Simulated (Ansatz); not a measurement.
**A film clamped to a substrate in Si**

The calculation used DFT PBE, scalar-relativistic, plane waves, PAW in Ansatz 0.2.0. Cutoff 420 eV, Γ-centred 12×12×6 k-points, Gaussian smearing of 0.05 eV. No spin polarisation. Energies are free energies at this smearing, counted from the undisturbed cell; pressure is positive in compression.

Reference structure (relaxed at this level; this form isn't the usual structure):

```
CELL_PARAMETERS angstrom
3.85128 0.00000 0.00000
-1.92564 3.33531 0.00000
0.00000 0.00000 6.36502
ATOMIC_POSITIONS crystal
Si 0.33333 0.66667 0.06293
Si 0.66667 0.33333 0.56293
Si 0.33333 0.66667 0.43707
Si 0.66667 0.33333 0.93707
```

The cell (4 atoms, V0 = 81.76 Å³) is strained by p along both x and y and by q along z, fractional coordinates fixed. τp = (1/V0) ∂E/∂p = (σxx + σyy)(1 + p)(1 + q) and τq = (1/V0) ∂E/∂q = σzz(1 + p)², with tension positive.

| p | q | ΔE (meV/atom) | τp (GPa) | τq (GPa) |
| --- | --- | --- | --- | --- |
| 0.000 | 0.000 | 0.00 | -0.02 | -0.02 |
| -0.040 | 0.000 | 56.82 | -23.53 | -1.86 |
| 0.040 | 0.000 | 45.04 | 16.66 | 1.05 |
| 0.000 | -0.040 | 27.00 | -1.47 | -11.22 |
| 0.000 | 0.040 | 21.07 | 1.34 | 7.79 |

Get the second derivatives of the energy density.

Central differences give A = ∂τp/∂p = 502 GPa (C11 + C22 + 2 C12), C = ∂τq/∂q = 238 GPa (C33) and the cross term B = ∂τq/∂p = 36 GPa (C13 + C23); ∂τp/∂q = 35 GPa must equal B, and any difference shows higher-order terms. Steps this large leave an error of some per cent of A or C in all of these, which can swamp a small B. The ions are clamped.

A film of this crystal grows with z along the normal on a substrate that imposes p. How does its thickness respond, and what does the misfit cost?

Count p and q from the stress-free cell. A free surface needs τq = 0, so q = −(B/C) p = -0.15 p. The energy density left is (A − B²/C) p²/2 = M p², with the biaxial modulus M = 248 GPa; a misfit of 1 % costs 3.17 meV/atom, against 3.20 meV/atom if the thickness were held.

At p = -0.080 the energies along q are 426.2 (q = -0.080), 306.3 (q = -0.040), 254.7 (q = 0.000), 252.1 (q = 0.040), 283.0 (q = 0.080) meV/atom.

Does the linear rule hold at this misfit?

A parabola through the lowest point and its neighbours has its minimum at q = 0.023, 249.2 meV/atom. With the stress left in the starting cell, τp0 and τq0, linear elasticity gives q = −(τq0 + Bp)/C = 0.012 and E = V0(τp0 p + τq0 q + Ap²/2 + Bpq + Cq²/2)/N = 203.0 meV/atom. The energies differ by more than a tenth, so the quadratic law fails here: the gap holds the anharmonic part, with some error from the wide steps. Cubic terms also shift the vertex of so wide a parabola.

Forces appear on the atoms along this scan, and letting them relax would lower the energy and soften the response. The gap closes along the scan, which can put kinks into the curve.

Cost: 25 runs of about 2.1 core-minutes in all, on Intel Xeon Processor @ 2.70GHz (shared hosts).

The cell is the hexagonal diamond (lonsdaleite) form of silicon, and its film responds to misfit mainly in the plane. Letting the thickness adjust lowers the cost of a 1 % misfit only from 3.20 to 3.17 meV/atom. The weak coupling fits a tetrahedral sp³ network in which fixed fractional coordinates prevent the layers from changing their pucker independently of the cell. In-plane compression would normally increase that pucker and thicken the film, so the true Poisson response is probably larger than −0.15 p.

Along both axes compression costs more than equal tension, as expected when shortened covalent bonds meet steeply rising repulsion. The same asymmetry explains why the quadratic law underestimates the energy at p = -0.080. The normal stress induced by in-plane strain is also larger in compression (-1.86 GPa) than in tension (1.05 GPa), consistent with the film thickening more than the linear rule predicts. Whether misfit could favour this polytype over cubic silicon remains open, since that needs the cubic film's energy under the same constraint.
